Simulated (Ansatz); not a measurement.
## Relaxing Tl

Computed with DFT PBE, scalar-relativistic, plane waves, PAW in Ansatz 0.2.0. (420 eV cutoff, 14×14×14 k-mesh, Gaussian smearing of 0.10 eV, no spin polarisation)

What was changed in Hg: Hg → Tl on all its sites, cell and atoms relaxed.

Spin–orbit coupling is left out, which can shift energies with elements as heavy as these.

Input:

```yaml
crystal:
  lattice:
    - [-2.1133298711, 2.1133298711, 1.9747377322]
    - [2.1133298711, -2.1133298711, 1.9747377322]
    - [2.1133298711, 2.1133298711, -1.9747377322]
  atoms:
    - { symbol: Tl, position: [0.0, 0.0, 0.0] }
basis:
  ecutwfc: 420
kpoints:
  mp_grid: { grid: [14, 14, 14] }
hamiltonian:
  xc: pbe
scf:
  occupations: { method: gaussian, width: 0.1 }
output:
  forces: true
  stress: true
  eigenvalues: true
relax:
  adjacent_minimum: "off"
  f_tol: 0.01
  max_steps: 60
  cell: { stress_tol: 0.1 }
```

F is the free energy. Steps run on the plane waves of an earlier cell, but the last one, and at times one on the way, on a freshly chosen basis, so a repeated geometry can differ a little in energy.

Steps:

| step | F − F(1) (eV) | largest force component (eV/Å) | V (Å³/atom) | P (GPa) |
| --- | --- | --- | --- | --- |
| 1 | 0.0000 | 0.000 | 35.278 | -2.30 |
| 2 | -0.0232 | 0.000 | 33.394 | -1.44 |
| 3 | -0.0334 | 0.000 | 30.570 | 0.70 |
| 4 | -0.0347 | 0.000 | 31.394 | -0.07 |
| 5 | -0.0348 | 0.000 | 31.316 | 0.00 |
| 6 | -0.0350 | 0.000 | 31.262 | 0.05 |
| 7 | -0.0352 | 0.000 | 31.268 | 0.06 |
| 8 | -0.0352 | 0.000 | 31.324 | 0.02 |
| 9 | -0.0352 | 0.000 | 31.332 | 0.01 |
| 10 | -0.0344 | 0.000 | 31.332 | -0.01 |

Relaxed structure:

```yaml
crystal:
  lattice:
    - [-1.98654, 1.98654, 1.98486]
    - [1.98654, -1.98654, 1.98486]
    - [1.98654, 1.98654, -1.98486]
  atoms:
    - { symbol: Tl, position: [0.00000, 0.00000, 0.00000] }
```

The structure is cubic, space group Im-3m (No. 229). Conventional cell: a = 3.972 Å, b = 3.972 Å, c = 3.972 Å, α = 90.00°, β = 90.00°, γ = 90.00°. Tl (site symmetry m-3m) has 8 Tl at 3.44 Å as nearest neighbours.

The run converged. The run took of the order of 50 core-seconds.